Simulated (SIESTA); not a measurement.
Fe2O3 (Hematite):

```
Fe O
1.0
     2.51900    1.45435    4.59067
    -2.51900    1.45435    4.59067
     0.00000   -2.90869    4.59067
Fe O
4 6
Direct
  0.35530 0.35530 0.35530
  0.14470 0.14470 0.14470
  0.64470 0.64470 0.64470
  0.85530 0.85530 0.85530
  0.55590 0.25000 0.94410
  0.25000 0.94410 0.55590
  0.94410 0.55590 0.25000
  0.44410 0.75000 0.05590
  0.75000 0.05590 0.44410
  0.05590 0.44410 0.75000
```

```yaml
Program: SIESTA 5.4.2
Task: single point
Functional: PBEsol
Potentials_or_basis: PseudoDojo 0.4 standard (PBEsol files)
Basis: DZP (energy shift 0.003 Ry; two zetas on semicore shells)
Grid_cutoff: 800 Ry
Energy_shift: 0.003 Ry
k_mesh: 7 × 7 × 7
Occupations: fermi-dirac, width 0.05 eV
Spin: collinear spin, ferromagnetic start
Starting_moments: "[3.0, 3.0, 3.0, 3.0, 0.0, 0.0, 0.0, 0.0, 0.0, 0.0] μB"
```

On this cell: pressure -8.6 GPa; largest force 0.768 eV/Å; net moment 14.68 μB per cell; site moments Fe +3.36; O +0.20 μB; band gap on the k mesh none (metal or under the smearing width).

The same run follows on a disturbed copy (atoms moved at random, drawn with an rms of 0.05 Å):

```
CELL_PARAMETERS angstrom
2.51900 1.45435 4.59067
-2.51900 1.45435 4.59067
0.00000 -2.90869 4.59067
ATOMIC_POSITIONS crystal
Fe 0.35748 0.36364 0.34694
Fe 0.14899 0.14743 0.14017
Fe 0.63423 0.64721 0.64980
Fe 0.83612 0.86418 0.86341
O 0.56583 0.24237 0.94788
O 0.25727 0.93766 0.55253
O 0.95088 0.54605 0.25112
O 0.45121 0.75136 0.05357
O 0.75648 0.06038 0.44759
O 0.06309 0.43840 0.74811
```

Question: What does the disturbed cell give?

Answer: The energy (extrapolated to zero smearing) moves by +11.3 meV/atom; pressure -8.3 GPa; largest force 1.544 eV/Å; net moment 14.53 μB per cell; site moments Fe +3.35, +3.23, +3.50, +3.24; O +0.22, +0.20, +0.19, +0.21 μB; band gap on the k mesh none (metal or under the smearing width).

Forces on the atoms (eV/Å):
```
Fe   0.302 -0.500 -0.720
Fe  -0.185 -0.193  0.875
Fe   0.372  0.508  0.764
Fe   1.231  0.433 -0.826
O   -0.511 -0.144  0.261
O   -0.429 -0.204 -0.226
O   -0.284  0.232  0.063
O   -0.194 -0.026  0.002
O   -0.254 -0.048 -0.303
O   -0.049 -0.059  0.109
```

Stress tensor (GPa, compression positive):
```
-7.74 -0.11 -1.60
-0.11 -8.16  1.24
-1.60  1.24 -8.98
```

Caveats: short orbitals over semicore shells can move pressures by several GPa; the basis of atomic orbitals isn't converged, which shifts pressures, moduli and gaps; semilocal functionals often make such compounds metallic where correlation or magnetic order opens a gap, which also shifts bond lengths; only a ferromagnetic start was run, and an antiferromagnetic order may lie lower in energy.
